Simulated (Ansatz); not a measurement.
**W2C under changes of volume**

One of the cells (12.729 Å³/atom); the others are scaled copies at fixed shape and fractional positions:

```xyz
3
Lattice="3.0700 0.0000 0.0000 -1.5350 2.6587 0.0000 0.0000 0.0000 4.6784" Properties=species:S:1:pos:R:3 pbc="T T T"
W     1.5350    0.8862    1.1868
W     0.0000    1.7725    3.4917
C     0.0000    0.0000    0.0000
```

The cell comes from a database or a generator and needn't be the stable form of this composition.

```yaml
Program: Ansatz 0.2.0
Functional: r2SCAN
Potentials_or_basis: Ansatz PAW
Cutoff: "500 eV (not typed: the program's choice for these potentials)"
k_mesh: 10 × 10 × 6
Occupations: fermi-dirac, width 0.05 eV
Spin: no spin polarisation
```

```tsv
volume (Å³/atom)	energy over the lowest point (meV/atom)	pressure (GPa)	largest force (eV/Å)
11.965	27.12	16.9	0.541
12.220	7.13	8.4	0.335
12.475	0.00	0.7	0.145
12.729	4.42	-6.1	0.031
12.984	19.21	-12.3	0.193
13.238	43.33	-17.9	0.343
13.493	?	?	?
```

Problem. What does the run at 13.493 Å³/atom give?

Solution. Energy over the lowest point 75.81 meV/atom; pressure -22.9 GPa; largest force 0.481 eV/Å.

Worked out: A Birch-Murnaghan fit of order 3 (a polynomial in V^(-2/3)) to the other rows has its minimum at 12.50 Å³/atom with B0 = V·E''(V) = 352 GPa and B' = 4.1 at fixed shape and positions, which overstates the stiffness. It gives 75.97 meV/atom at 13.493 Å³/atom, against the run's 75.81, and -dE/dV = -23.0 GPa, against -22.9.

Energies are extrapolated to zero smearing.

Caveats: the PAW data sets come from PBE, with cores solved anew for the run's functional, which leaves a small shift of forces and pressure.
